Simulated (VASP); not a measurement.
Here is a VASP 6.6.1 calculation.

Contents of POSCAR:

```
CaB2
1.0
    3.2264302843      0.0000000000      0.0000000000
   -1.6132151421      2.7941705897      0.0000000000
    0.0000000000      0.0000000000      4.0673920000
Ca B
1 2
Direct
    0.0000000000      0.0000000000      0.0000000000
    0.6666666667      0.3333333333      0.5000000000
    0.3333333333      0.6666666667      0.5000000000
```

INCAR.step1

```
  ALGO = Normal
  EDIFF = 1E-5
  ENCUT = 520
  GGA = PE
  ISIF = 2
  ISMEAR = -1
  LASPH = T
  LREAL = F
  LWAVE = T
  NELM = 60
  PREC = Accurate
  SIGMA = 0.05
```

The input INCAR.step2:

```
  AEXX = 0.5
  ALGO = Normal
  EDIFF = 1E-6
  ENCUT = 520
  GGA = PE
  HFRCUT = -1
  ISIF = 2
  ISMEAR = -1
  ISTART = 1
  LASPH = T
  LCHARG = F
  LHFCALC = T
  LREAL = F
  LWAVE = F
  NELM = 60
  PREC = Accurate
  PRECFOCK = Fast
  SIGMA = 0.05
```

File KPOINTS:

```
k-points
0
Gamma
  5 5 4
```

Potentials or basis: VASP PAW PBE potentials, release 64 (Ca_sv, B).

The run is started by

```console
$ cat potpaw_PBE.64/Ca_sv/POTCAR potpaw_PBE.64/B/POTCAR > POTCAR
$ cp INCAR.step1 INCAR
$ mpirun -np 1 vasp_std > vasp.out
$ cp INCAR.step2 INCAR
$ mpirun -np 1 vasp_std > vasp.out
```

(1) Predict the pressure.

(2) Predict the band gap on the k mesh.

## Answers

(1) -1.6 GPa.

(2) none (metal or under the smearing width).

Caveat: the k mesh is coarse (spacing up to 0.45 Å⁻¹), so the values aren't converged, least of all with exact exchange; the PAW data sets were made with another functional, which shifts forces and pressure a little.
